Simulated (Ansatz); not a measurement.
# A point defect in Al2Cu: H interstitial

Aim: make a H interstitial in a supercell of 18 atoms of Al2Cu, relax it, and find its formation energy, moment and surroundings.

Method: DFT PBE, scalar-relativistic, plane waves, PAW, in Ansatz 0.2.0.

2 further runs of the same task are left out: 2 set aside as unsound or not needed.

## Step 1: Starting point

The structure is cubic, space group Fm-3m (No. 225). Conventional cell: a = 5.783 Å, b = 5.783 Å, c = 5.783 Å, α = 90.00°, β = 90.00°, γ = 90.00°. Around Al (site symmetry -43m) lie 4 Cu at 2.50 Å. Around Cu (site symmetry m-3m) lie 8 Al at 2.50 Å.

Structure file:

```xyz
3
Lattice="-2.0446 2.0446 2.8912 2.0446 -2.0446 2.8912 2.0446 2.0446 -2.8912" Properties=species:S:1:pos:R:3 pbc="T T T"
Al    0.0000    2.0446    1.4456
Al    2.0446    0.0000    1.4456
Cu    0.0000    0.0000    2.8912
```

It goes back to an entry of the Materials Project, which need not be the stable form.

This cell was relaxed beforehand with the same method: volume 16.12 Å³/atom, gap on the mesh none (metal).

The perfect supercell (rows 1 2 1; 1 0 -1; -1 1 -1 in vectors of this cell) was computed beforehand with the same settings: E(σ→0) = -46204.4034 eV for 18 atoms, gap none (metal).

## Step 2: Setting up the defect

The extra atom is put at (0.000, 0.000, 0.000) of the supercell, the middle of a void of radius 2.50 Å. The other atoms start on their ideal sites. Its neighbours are 8 Al at 2.50 Å.

## Step 3: Relaxing the defect

File input.yaml:

```yaml
crystal:
  lattice:
    - [4.0892560504, 0.0, 5.7824626538]
    - [-4.0892560504, 0.0, 5.7824626538]
    - [2.0446280252, -6.1338840756, 2.8912313269]
  atoms:
    - { symbol: Al, position: [0.2916666667, 0.125, 0.6666666667] }
    - { symbol: Al, position: [0.4583333333, 0.625, 0.3333333333] }
    - { symbol: Al, position: [0.625, 0.125, 1.0] }
    - { symbol: Al, position: [0.9583333333, 0.125, 0.3333333333] }
    - { symbol: Al, position: [0.7916666667, 0.625, 0.6666666667] }
    - { symbol: Al, position: [0.125, 0.625, 0.0] }
    - { symbol: Al, position: [0.375, 0.875, 0.0] }
    - { symbol: Al, position: [0.5416666667, 0.375, 0.6666666667] }
    - { symbol: Al, position: [0.7083333333, 0.875, 0.3333333333] }
    - { symbol: Al, position: [0.0416666667, 0.875, 0.6666666667] }
    - { symbol: Al, position: [0.875, 0.375, 0.0] }
    - { symbol: Al, position: [0.2083333333, 0.375, 0.3333333333] }
    - { symbol: Cu, position: [0.4166666667, 0.75, 0.6666666667] }
    - { symbol: Cu, position: [0.5833333333, 0.25, 0.3333333333] }
    - { symbol: Cu, position: [0.75, 0.75, 0.0] }
    - { symbol: Cu, position: [0.0833333333, 0.75, 0.3333333333] }
    - { symbol: Cu, position: [0.9166666667, 0.25, 0.6666666667] }
    - { symbol: Cu, position: [0.25, 0.25, 1.0] }
    - { symbol: H, position: [0.0, 0.0, 0.0] }
basis:
  ecutwfc: 420
  xc_grid: 2
kpoints:
  mp_grid: { grid: [7, 6, 7], shift: [0.0, 0.5, 0.0] }
hamiltonian:
  xc: pbe
scf:
  occupations: { method: gaussian, width: 0.1 }
output:
  forces: true
  stress: false
  eigenvalues: true
  write_density: true
  write_potential: true
  elf: true
  volumetric_format: npy
relax:
  adjacent_minimum: "off"
  f_tol: 0.025
  max_steps: 45
```

On the command line:

```
$ ansatz run input.yaml --threads 4 --pin off --max-ram 10240MiB --backend cpu --events-out ev --progress --plain --runs-dir out
```

Standard output (excerpt; [...] marks lines left out):

```text
Warning: RAYON_NUM_THREADS=4 ignored (pool sized by the plan → 4); use --threads N
[...]
Pseudopotentials: kind: paw
Pseudopotential: Al, paw, valence charge 3, recommended cutoff 420 eV (normal), Al.paw.azcp
Pseudopotential: Cu, paw, valence charge 19, recommended cutoff 420 eV (normal), Cu.paw.azcp
Pseudopotential: H, paw, valence charge 1, recommended cutoff 420 eV (normal), H.paw.azcp
Functional definition: PBE
[...]
Crystal: 19 atoms, lattice volume = 290.083 Å³
Basis set: ecut = 420 eV, 5695 PW (Γ), exchange–correlation on 96×96×96 points (8 copies of the dense FFT grid, shifted against one another)
Bands: 95, of which v1, the nominal top of the filled ones, is band 76 counted from 1 (75 counted from 0)
Symmetry: 4 space group operations
Space group: C2/m (ITA 12), of the structure as read, at distance tolerance 6.6e-5 Å
k-points: 84 of 294
[...]
SCF iter   1: F=—  HF=-46218.603430 eV  |F-HF|=—  |Δ(HF+E_count)|=         —  Δρ=2.03e-3  dr2=1.01e-2  ethr=1.77e-3  ⟨swp⟩=8.1  Hψ=36537  notcnv=0  defer=137
[...]
relax step   1: F+E_penalty+E_count = -46218.60763167 eV  Δ(F+E_penalty+E_count) = +0.000e0 eV  max|allowed force component| = 1.575e-1 eV/Å  Δτ_max = 0.0000 Å  (6 SCF iters, dr2 threshold 1.56e-5 eV, accepted)
[...]
relax step   2: F+E_penalty+E_count = -46218.64330883 eV  Δ(F+E_penalty+E_count) = -3.568e-2 eV  max|allowed force component| = 8.504e-2 eV/Å  Δτ_max = 0.0238 Å  (6 SCF iters, dr2 threshold 1.55e-6 eV, accepted)
[...]
relax step   3: F+E_penalty+E_count = -46218.64978250 eV  Δ(F+E_penalty+E_count) = -6.474e-3 eV  max|allowed force component| = 7.430e-3 eV/Å  Δτ_max = 0.0155 Å  (6 SCF iters, accepted)
SCF converged after 6 iterations
Free energy (F): -46218.649782 eV
[...]
E sigma→0 (E₀):  -46218.632224 eV
Entropy (-TS):   -0.035117 eV (-1.848 meV/atom)
Fermi energy:    9.182454 eV
[...]
--- Forces (eV/Å), atoms counted from 1 ---
  atom   1  Al    -0.00193995     0.00385581     0.00281831
  atom   2  Al     0.00055578    -0.00186690     0.00022448
  atom   3  Al    -0.00412103     0.00000000    -0.00211734
  atom   4  Al    -0.00193995    -0.00385581     0.00281831
  atom   5  Al     0.00055578     0.00186690     0.00022448
  atom   6  Al     0.00743010    -0.00000000    -0.00391894
  atom   7  Al     0.00412103    -0.00000000     0.00211734
  atom   8  Al    -0.00055578     0.00186690    -0.00022448
[...]
```

## Step 4: The output, continued: H interstitial, charge +0, atoms relaxed at the host's cell

The log, continued:

```text
  atom  10  Al     0.00193995     0.00385581    -0.00281831
  atom  11  Al    -0.00743010     0.00000000     0.00391894
  atom  12  Al    -0.00055578    -0.00186690    -0.00022448
  atom  13  Cu    -0.00178339     0.00168318     0.00158323
  atom  14  Cu     0.00178339    -0.00168318    -0.00158323
  atom  15  Cu     0.00060010     0.00000000    -0.00067515
  atom  16  Cu    -0.00178339    -0.00168318     0.00158323
  atom  17  Cu     0.00178339     0.00168318    -0.00158323
  atom  18  Cu    -0.00060010    -0.00000000     0.00067515
  atom  19  H      0.00000000     0.00000000     0.00000000
  max |Σ_I F_I| component: 1.63e-18 eV/Å
--- Band table (eV; the first three rows and the last of 84) ---
  k-point 0: bands = ["-104.6132", "-104.6132", "-104.6132", "-104.6132", "-104.5969", "-104.5969", "-61.9626", "-61.9625", "-61.9625", "-61.9625", "-61.9609", "-61.9609", "-61.9609", "-61.9608", "-61.9536", "-61.9536", "-61.9536", "-61.9536", "-61.9476", "-61.9476", "-61.9446", "-61.9446", "-61.9363", "-61.9363", "-1.1017", "1.4812", "2.2671", "2.5878", "2.6641", "2.7375", "2.7903", "3.1920", "3.3181", "3.4706", "3.5627", "4.0575", "4.3593", "4.5253", "4.5756", "4.7079", "4.7213", "4.7221", "4.8583", "4.8607", "4.9035", "4.9174", "4.9915", "5.0067", "5.0965", "5.1083", "5.1119", "5.1185", "5.2344", "5.2651", "5.2774", "5.2802", "5.3219", "5.3255", "5.3384", "5.3388", "5.3634", "5.5109", "5.5396", "5.6613", "5.6706", "5.9264", "6.0485", "6.3141", "6.3262", "7.2335", "7.6335", "8.0920", "8.1897", "9.4500", "9.7752", "9.7757", "10.8611", "11.2160", "11.4020", "11.6714", "11.6816", "11.9233", "12.0276", "12.0302", "12.3878", "12.3890", "12.4020", "12.5776", "12.8273", "13.3404", "13.4116", "13.4663", "14.2272", "14.5431", "14.6051"]
  k-point 1: bands = ["-104.6132", "-104.6132", "-104.6132", "-104.6132", "-104.5969", "-104.5969", "-61.9626", "-61.9625", "-61.9625", "-61.9625", "-61.9609", "-61.9609", "-61.9608", "-61.9608", "-61.9536", "-61.9536", "-61.9536", "-61.9536", "-61.9476", "-61.9476", "-61.9446", "-61.9446", "-61.9363", "-61.9363", "-1.0231", "1.4928", "1.7203", "2.2310", "2.5458", "3.0416", "3.1408", "3.2517", "3.4577", "3.5478", "3.7898", "3.8875", "4.2277", "4.5153", "4.6332", "4.6823", "4.7094", "4.7323", "4.7373", "4.8399", "4.8829", "4.9865", "5.0103", "5.0486", "5.1469", "5.1616", "5.1753", "5.1890", "5.2165", "5.2634", "5.2831", "5.3032", "5.3175", "5.3222", "5.3319", "5.3681", "5.3945", "5.4361", "5.4483", "5.6184", "5.8039", "5.8551", "6.0510", "6.2743", "6.7857", "7.2230", "7.6365", "8.2721", "8.7322", "9.0718", "9.3423", "9.5565", "10.4828", "10.7682", "10.9204", "11.4211", "11.5932", "11.7041", "12.0387", "12.2069", "12.2887", "12.6547", "13.0024", "13.0620", "13.2354", "13.4205", "13.6020", "13.6910", "13.7859", "14.1044", "14.3555"]
  k-point 2: bands = ["-104.6132", "-104.6132", "-104.6132", "-104.6132", "-104.5969", "-104.5969", "-61.9626", "-61.9625", "-61.9625", "-61.9625", "-61.9609", "-61.9609", "-61.9608", "-61.9608", "-61.9536", "-61.9536", "-61.9536", "-61.9536", "-61.9476", "-61.9476", "-61.9446", "-61.9446", "-61.9363", "-61.9363", "-0.7899", "0.8494", "1.7954", "1.9336", "2.4823", "2.9703", "3.0566", "3.3044", "3.6200", "3.6772", "3.9812", "4.0693", "4.2453", "4.3868", "4.6021", "4.7026", "4.7578", "4.7692", "4.7826", "4.8057", "4.9133", "4.9424", "4.9777", "5.1785", "5.1983", "5.2078", "5.2320", "5.2370", "5.2505", "5.2639", "5.2912", "5.2987", "5.3122", "5.3212", "5.3374", "5.3823", "5.4005", "5.4231", "5.4260", "5.6189", "5.7794", "6.1317", "6.4222", "6.6459", "6.8800", "7.2823", "7.9298", "8.2728", "8.5377", "9.0960", "9.1704", "9.3913", "9.6083", "9.8472", "10.4082", "11.4703", "11.5736", "11.8510", "11.8757", "12.0766", "12.4469", "12.6377", "12.7683", "12.9392", "13.1179", "13.3659", "13.5691", "13.7914", "13.8767", "14.0545", "14.4337"]
  k-point 83: bands = ["-104.6132", "-104.6132", "-104.6132", "-104.6132", "-104.5969", "-104.5969", "-61.9625", "-61.9625", "-61.9625", "-61.9625", "-61.9609", "-61.9609", "-61.9608", "-61.9608", "-61.9536", "-61.9536", "-61.9536", "-61.9536", "-61.9476", "-61.9476", "-61.9446", "-61.9446", "-61.9363", "-61.9363", "-0.1973", "0.4763", "0.7019", "2.1476", "2.2848", "2.3408", "3.2703", "3.4956", "3.5773", "4.1818", "4.2470", "4.2606", "4.3815", "4.5465", "4.5681", "4.8218", "4.8255", "4.8377", "4.8508", "4.9427", "4.9693", "5.0480", "5.0572", "5.0687", "5.0814", "5.0885", "5.1021", "5.1064", "5.1634", "5.2493", "5.2508", "5.2550", "5.2965", "5.3392", "5.3699", "5.3723", "5.3757", "5.6283", "5.6355", "6.1744", "6.3324", "6.4910", "6.7921", "6.8967", "6.9256", "7.8594", "7.9074", "7.9878", "8.0218", "8.4231", "8.4420", "8.4885", "9.0991", "9.9168", "10.4070", "10.5975", "10.6525", "10.7941", "11.1211", "11.5011", "12.2323", "12.3244", "12.8196", "13.1510", "13.3720", "13.9340", "14.0232", "14.2537", "14.9614", "15.0057", "15.0370"]
--- Relaxed structure (3 steps of the walk, 3 accepted, 0 SCFs on fresh bases) ---
  F+E_penalty+E_count = -46218.64978250 eV   max|allowed force component| = 7.430e-3 eV/Å
  atoms:
    - { symbol: Al, position: [0.2871353596211965, 0.12392878151204809, 0.672039841769805] }
    - { symbol: Al, position: [0.4583309830329023, 0.6239463526338134, 0.33354743201684306] }
    - { symbol: Al, position: [0.6304267923137501, 0.12314835859407691, 1.0] }
    - { symbol: Al, position: [0.9591752013910015, 0.123928781512048, 0.32796015823019475] }
    - { symbol: Al, position: [0.7918784150497453, 0.6239463526338134, 0.666452567983157] }
    - { symbol: Al, position: [0.12328067459501568, 0.6300787625907871, 4.4654203333044985e-20] }
    - { symbol: Al, position: [0.36957320768624985, 0.8768516414059229, 4.465420333304775e-20] }
    - { symbol: Al, position: [0.5416690169670973, 0.3760536473661865, 0.666452567983157] }
    - { symbol: Al, position: [0.7128646403788031, 0.8760712184879517, 0.32796015823019475] }
    - { symbol: Al, position: [0.040824798608998236, 0.8760712184879517, 0.672039841769805] }
    - { symbol: Al, position: [0.8767193254049842, 0.3699212374092128, 4.465420333304687e-20] }
    - { symbol: Al, position: [0.20812158495025437, 0.37605364736618646, 0.33354743201684306] }
    - { symbol: Cu, position: [0.42137037198173344, 0.7482664594597692, 0.6624529265204894] }
    - { symbol: Cu, position: [0.5786296280182665, 0.2517335405402308, 0.3375470734795106] }
    - { symbol: Cu, position: [0.7467332955584137, 0.7465009082663702, 4.46542033330475e-20] }
    - { symbol: Cu, position: [0.08382329850222281, 0.7482664594597692, 0.3375470734795106] }
    - { symbol: Cu, position: [0.916176701497777, 0.2517335405402306, 0.6624529265204894] }
    - { symbol: Cu, position: [0.2532667044415859, 0.25349909173362956, 1.0] }
    - { symbol: H, position: [-1.1512411796800382e-20, -1.08146898697228e-20, 4.4654203333046364e-20] }
```

Wall time 1.9 min (4 threads of Intel Xeon Platinum 8375C at 2.90GHz (Ice Lake), shared host); peak memory 2 GiB.

Relaxation path:

```tsv
step	energy from step 1 (eV/cell)	largest force component (eV/Å)
1	0.0000	0.1575
2	-0.0357	0.0850
3	-0.0422	0.0074
```

Step 1 is the start.

The largest move, 0.04 Å, is shared by several atoms, Cu18 among them.

The maps below use the cell's axes, with the origin moved to put the defect at the centre.

Density in a lattice plane of the grid's cell (edges 7.08 and 7.08 Å, at 0.500 of the third edge), which holds Al and Cu and H.

Values in e/Å³, 12 rows by 12 columns:
```
 0.04  0.05  0.10  0.15  0.08  0.10  0.23  0.24  0.35  0.29  0.16  0.07
 0.10  0.10  0.13  0.21  0.09  0.07  0.23  0.34  2.27  5.44  0.52  0.16
 0.22  0.15  0.21  0.20  0.20  0.15  0.21  0.29  3.45 68.69  5.39  0.29
 0.24  0.08  0.09  0.20  0.15  0.15  0.14  0.16  0.38  3.42  2.24  0.35
 0.22  0.10  0.07  0.15  0.15  0.24  0.31  0.15  0.16  0.29  0.34  0.24
 0.19  0.23  0.23  0.21  0.14  0.31  1.52  0.31  0.14  0.21  0.23  0.23
 0.22  0.24  0.34  0.29  0.16  0.15  0.31  0.24  0.15  0.15  0.07  0.10
 0.24  0.35  2.24  3.42  0.38  0.16  0.14  0.15  0.15  0.20  0.09  0.08
 0.22  0.29  5.39 68.69  3.45  0.29  0.21  0.15  0.20  0.20  0.21  0.15
 0.10  0.16  0.52  5.44  2.27  0.34  0.23  0.07  0.09  0.21  0.13  0.10
 0.04  0.07  0.16  0.29  0.35  0.24  0.23  0.10  0.08  0.15  0.10  0.05
 0.03  0.04  0.10  0.23  0.24  0.22  0.20  0.22  0.24  0.23  0.10  0.04
```
Columns run along the first of these edges and rows up along the second, over one cell in 12 and 12 even steps from the bottom left corner. Atoms in the plane (fractional): Al at (0.13, 0.62), Al at (0.62, 0.13), Al at (0.87, 0.38), Al at (0.38, 0.87), Cu at (0.25, 0.25), Cu at (0.75, 0.75), H at (0.50, 0.50).

ELF in the same plane.

Ten even steps from ' ' (0.02) to '@' (1.00):
```
      ..::----::....::++**++++++++++++==--::..  
      ..::--::    ..  ::****==::::::::::----::..
::..::::--====..  ..  ..****--....::::....::--::
==----==++++**++..    ..++**--..::++**--..::--==
++==::--++****++==::..--++++--..::**@@##::..--++
**::    ..++++++==------------::..::++++::..::++
**..  ..  ..====--::::--::::::::......::....--++
**--  ....  ::--::--++****==::::::::::::::--==++
**++::    ..::--::==%%@@@@%%==::::==++++**++++++
**********++++--::--%%@@@@@@%%--::--++++********
**++++++**++++==::::==%%@@@@%%==::--::..    ::++
**++==--::::::::::::::==****++--::--::  ....  --
**++--....::......::::::::--::::--====..  ..  ..
**++::..::++++::..::------------==++++++..    ::
++++--..::##@@**::..--++++--..::==++****++--::==
====--::..--**++::..--**++..    ..++**++++==----
::::--::....::::....--****..  ..  ..====--::::..
  ..::----::::::::::==****::  ..    ::--::..    
    ..::--==++++++++++++**++::....::----::..    
      ..::==++**********************++==::..    
```
Columns run along the first of these edges and rows up along the second, over one cell in 24 and 20 even steps from the bottom left corner. Atoms in the plane (fractional): Al at (0.13, 0.62), Al at (0.62, 0.13), Al at (0.87, 0.38), Al at (0.38, 0.87), Cu at (0.25, 0.25), Cu at (0.75, 0.75), H at (0.50, 0.50).

Both are smooth fields of the valence electrons: close to the nuclei they are not physical.

The highest ELF values outside the cores: 1.00 at H; 0.70 on the Al–Cu line, 1.0 Å from Al; 0.67 on the Al–Al line, 1.1 Å from Al.

## Step 5: Energies of the defect

| charge | E(defect cell) - E(host) (eV) | formation energy (eV) | moment over the host's (μB) | largest move (Å) | neighbours |
| --- | --- | --- | --- | --- | --- |
| 0 | -14.229 | 1.64 | 0.00 | 0.04 | 8 Al at 2.47 Å |

Atoms are taken from and returned to the elements' standard states: H -15.872 eV an atom at this level.

## Step 6: Outcome

| quantity | value |
| --- | --- |
| formation energy, neutral | 1.64 eV |
| nearest atoms after relaxation, one image of each, neutral | 8 Al at 2.47 Å |

**Reading.** Forming the neutral defect takes 1.64 eV with the elements as reservoirs. Spin polarisation was off in the neutral run, so a moment could not show there. A cell of 18 sites leaves finite-size errors of tenths of an eV, or more where the defect fills or empties host bands. A distortion of lower symmetry was not tried.
